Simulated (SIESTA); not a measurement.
Set up this calculation in SIESTA 5.4.2, as the native input.

- Task: single point
- Functional: PBE
- Potentials or basis: PseudoDojo 0.4 standard (PBE files)
- Basis: DZP (energy shift 0.003 Ry)
- Grid cutoff: 500 Ry
- Energy shift: 0.003 Ry
- k mesh: 13 × 13 × 13
- Occupations: fermi-dirac, width 0.05 eV
- Spin: no spin polarisation

The system is C.

```
CELL_PARAMETERS angstrom
0.00000 1.78337 1.78337
1.78337 0.00000 1.78337
1.78337 1.78337 0.00000
ATOMIC_POSITIONS crystal
C 0.74778 0.75306 0.75416
C 0.48928 0.49860 0.49360
```

This isn't the form of C at room conditions, which is graphite.

The cell isn't the ideal one: atoms moved at random, drawn with an rms of 0.05 Å.

These files were run (other wordings do the same):

C.fdf

```
SystemName                      Diamond
SystemLabel                     C
NumberOfSpecies                 1
NumberOfAtoms                   2
%block ChemicalSpeciesLabel
  1   6 C
%endblock ChemicalSpeciesLabel

LatticeConstant                 1.0 Ang
%block LatticeVectors
     0.0000000000     1.7833700000     1.7833700000
     1.7833700000     0.0000000000     1.7833700000
     1.7833700000     1.7833700000     0.0000000000
%endblock LatticeVectors
AtomicCoordinatesFormat         Fractional
%block AtomicCoordinatesAndAtomicSpecies
     0.7477760000     0.7530630000     0.7541630000  1  C
     0.4892810000     0.4986030000     0.4935990000  1  C
%endblock AtomicCoordinatesAndAtomicSpecies

%block kgrid.MonkhorstPack
   13   0   0  0.0
    0  13   0  0.0
    0   0  13  0.0
%endblock kgrid.MonkhorstPack
XC.Functional                   GGA
XC.Authors                      PBE
PAO.BasisSize                   DZP
PAO.EnergyShift                 0.003 Ry
Mesh.Cutoff                     500 Ry
OccupationFunction              FD
ElectronicTemperature           0.05 eV
MaxSCFIterations                120
SCF.MustConverge                false
SCF.Mixer.Method                Pulay
SCF.Mixer.Weight                0.25
SCF.Mixer.History               8
SCF.DM.Tolerance                5.0e-05
SCF.H.Tolerance                 1.0e-03 eV
WriteForces                     true
Charge.Mulliken                 end
```

Potentials or basis: PseudoDojo 0.4 standard (PBE files), DZP (energy shift 0.003 Ry).

Run with:

```bash
$ siesta C.fdf > C.out 2>&1
```

Results of the run:

The pressure is 11.1 GPa and the largest force is 1.772 eV/Å. The band gap on the k mesh is 3.37 eV, indirect (least direct gap 4.06 eV).

Caveat: an odd mesh through Γ misses points on the zone boundary, where band edges often lie; the basis of atomic orbitals isn't converged, which shifts pressures, moduli and gaps.

Wall time 2.9 min on 1 thread of Intel(R) Xeon(R) Processor @ 2.50GHz (Skylake/Cascade Lake), with other jobs on the host, peak memory 0.21 GiB.
